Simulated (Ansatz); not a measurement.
Strain and the gap of NaCl (Fm-3m)

NaCl (started from an entry of an open crystallographic database), relaxed with r2SCAN in the PAW code Ansatz. Space group Fm-3m (No. 225), cubic; a = 5.605 Å in the conventional setting, 22.02 Å³ an atom. Na is surrounded by 6 Cl at 2.80 Å; Cl is surrounded by 6 Na at 2.80 Å.

The axes x, y and z are those of this cell:
```yaml
crystal:
  lattice:
    - [0.00000, 2.80273, 2.80273]
    - [2.80273, 0.00000, 2.80273]
    - [2.80273, 2.80273, 0.00000]
  atoms:
    - { symbol: Na, position: [0.00000, 0.00000, 0.00000] }
    - { symbol: Cl, position: [0.50000, 0.50000, 0.50000] }
```

Unstrained: PBE gives a direct gap of 5.179 eV at Γ. With r2SCAN the gap is 5.975 eV and direct, at Γ. HSE06 gives a direct gap of 6.559 eV at Γ. Meshes: PBE 8×8×8, r2SCAN 8×8×8, HSE06 6×6×6. Strains are changes of length per length. After each strain the atoms were relaxed again with r2SCAN within the symmetry that the strain leaves, so tilts or polar shifts that break it weren't tested; points keep the names that they have in the unstrained zone. The values are computed, spin-unpolarised, and not measurements.

Changes of the least gap in eV (an overlap counts as a negative gap):
```tsv
strain	volume change (%)	space group	PBE	r2SCAN	HSE06	energy rise, r2SCAN (meV/atom)
uniaxial -5.46 % along y	-5.5	I4/mmm	+0.217	+0.232	+0.230	15.9
uniaxial +5.91 % along x	+5.9	I4/mmm	-0.238	-0.255	-0.259	10.8
```

Uniaxial -5.46 % along y, other directions held. HSE06: the gap goes from 6.559 to 6.789 eV (+0.230 eV); with r2SCAN the top three valence levels at Γ, degenerate before, become 2+1 from the top over 42 meV. Stress change with r2SCAN, compression positive: xx +0.72, yy +4.71, zz +0.72 GPa.

Uniaxial +5.91 % along x, other directions held. HSE06: the gap goes from 6.559 to 6.300 eV (-0.259 eV); with r2SCAN the top three valence levels at Γ, degenerate before, become 1+2 from the top over 35 meV. Stress change with r2SCAN, compression positive: xx -2.39, yy -0.60, zz -0.60 GPa.

The meshes of the hybrids are coarse, so their gaps aren't converged to the digits shown.

The splittings at Γ are without spin-orbit coupling, which regroups them where it is of like size or larger.
